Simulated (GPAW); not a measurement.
# ZrS2: band structure with PBEsol+U

**The experiment to reproduce.**

“Stress-Tuned Optical Transitions in Layered 1T-MX2 (M= Hf, Zr, Sn; X= S, Se) Crystals”, 2022, arxiv:2210.12074 quotes, for a bulk crystal of ZrS2: band gap 1.68 eV (indirect).

ZrS2:

```
CELL_PARAMETERS angstrom
3.69138 0.00000 0.00000
-1.84569 3.19683 0.00000
0.00000 0.00000 6.04108
ATOMIC_POSITIONS crystal
Zr 0.00000 0.00000 0.00000
S 0.33333 0.66667 0.23791
S 0.66667 0.33333 0.76209
```

The cell is a database's computed one.

- Program: GPAW 26.7.0
- Task: band structure
- Functional: PBEsol
- Potentials or basis: PAW data sets generated in the run's folder for this functional
- Cutoff: 600 eV
- Basis: pw
- k mesh: 8 × 8 × 5
- Occupations: fermi-dirac, width 0.05 eV
- Spin: no spin polarisation
- Hubbard terms: Zr d U = 3 eV
- Maxiter: 150
- Band path: GMKGALHA,LM,KH
- Band points: 80

```json
{
  "Pressure": "0.0 GPa",
  "Largest force": "0.093 eV/Å",
  "Band gap on the k mesh": "1.42 eV, indirect (least direct gap 2.10 eV)",
  "Band gap along the path": "1.40 eV, indirect (least direct gap 2.13 eV)"
}
```

Forces in eV/Å, atoms in the order of the input:
```
Zr   0.000  0.000  0.000
S    0.000  0.000  0.093
S    0.000  0.000 -0.093
```

Stress tensor (GPa, compression positive):
```
-0.24  0.00  0.00
 0.00 -0.24  0.00
 0.00  0.00  0.37
```

Levels at the corners of the path, in eV from the valence-band top:
| point | band 10 | band 11 | band 12 | band 13 | band 14 | band 15 |
| --- | --- | --- | --- | --- | --- | --- |
| Γ | -0.11 | -0.11 | -0.06 | 2.15 | 2.15 | 2.95 |
| M | -2.27 | -1.70 | -1.23 | 1.53 | 3.99 | 4.19 |
| K | -1.96 | -1.96 | -1.50 | 2.74 | 3.72 | 3.72 |
| Γ | -0.11 | -0.11 | -0.06 | 2.15 | 2.15 | 2.95 |
| A | -1.62 | -0.21 | -0.21 | 2.12 | 2.12 | 3.19 |
| L | -2.14 | -1.04 | -0.83 | 1.40 | 3.96 | 4.22 |
| H | -1.93 | -1.71 | -1.71 | 2.91 | 3.48 | 3.48 |
| A | -1.62 | -0.21 | -0.21 | 2.12 | 2.12 | 3.19 |
| L | -2.14 | -1.04 | -0.83 | 1.40 | 3.96 | 4.22 |
| M | -2.27 | -1.70 | -1.23 | 1.53 | 3.99 | 4.19 |
| K | -1.96 | -1.96 | -1.50 | 2.74 | 3.72 | 3.72 |
| H | -1.93 | -1.71 | -1.71 | 2.91 | 3.48 | 3.48 |

Run time: 94 s on 1 thread of Arm Neoverse V2, with other jobs on the host, peak memory 0.39 GiB.

Against the measured gap of ZrS2, 1.68 eV (indirect; quoted in “Stress-Tuned Optical Transitions in Layered 1T-MX2 (M= Hf, Zr, Sn; X= S, Se) Crystals”, 2022, arxiv:2210.12074), the calculated 1.40 eV is off by -0.28 eV. Spin-orbit coupling on Zr is left out. The value is that of PBEsol+U, without temperature or zero-point motion. The cell is a database's relaxed one, not the measured one, which moves gaps too.

Caveat: this functional lacks dispersion, which binds the layers, so the pressure and a relaxed spacing across them are unreliable.
